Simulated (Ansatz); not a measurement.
**AgO (F-43m): electronic heat capacity and spin susceptibility from the density of states**

The calculation used DFT PBEsol, scalar-relativistic, plane waves, PAW in Ansatz 0.2.0.

Cutoff 420 eV; k points 14×14×14 on the computed 2-atom cell (Γ-centred); Gaussian smearing, width 0.10 eV; no spin polarisation.

Relaxed cell: F-43m, a = 4.949 Å, b = 4.949 Å, c = 4.949 Å, α = 90.00°, β = 90.00°, γ = 90.00°, 2 atoms in the primitive cell. Whether it is the stable form of this composition wasn't checked.

The density of states at the Fermi level is 2.409 states/eV in the cell of 2 atoms (1 formula unit; both spins, tetrahedra on a 21×21×21 mesh). Averaged over bins of 0.1 eV the density runs from 1.6 to 2.8 states/eV within 0.2 eV of the Fermi level, so the figure hangs on the exact place of that level.

What Sommerfeld coefficient and Pauli susceptibility does this give?

Per formula unit N(E_F) = 2.409 states/eV. γ = (π²/3) k_B² N(E_F) N_A = 2.357 mJ/(mol K²) per state/eV, so γ = 5.7 mJ/(mol K²), a mole of formula units. χ_P = μ_B² N(E_F) N_A = 3.23×10⁻⁵ emu/mol per state/eV gives 7.8×10⁻⁵ emu/mol. This is the bare band result: a measured γ of the same phase is as a rule larger by a factor 1 + λ from phonons and spin fluctuations, the spin part of χ is larger by the Stoner factor, and a measured χ also holds orbital and core terms. N(E_F) at one energy is sensitive to the mesh where the density of states has sharp peaks.

Spin polarisation was left out, and a magnetic state may lie lower.

Cost: 1 run of about 0.47 core-minutes, on Arm Neoverse V2 (shared hosts).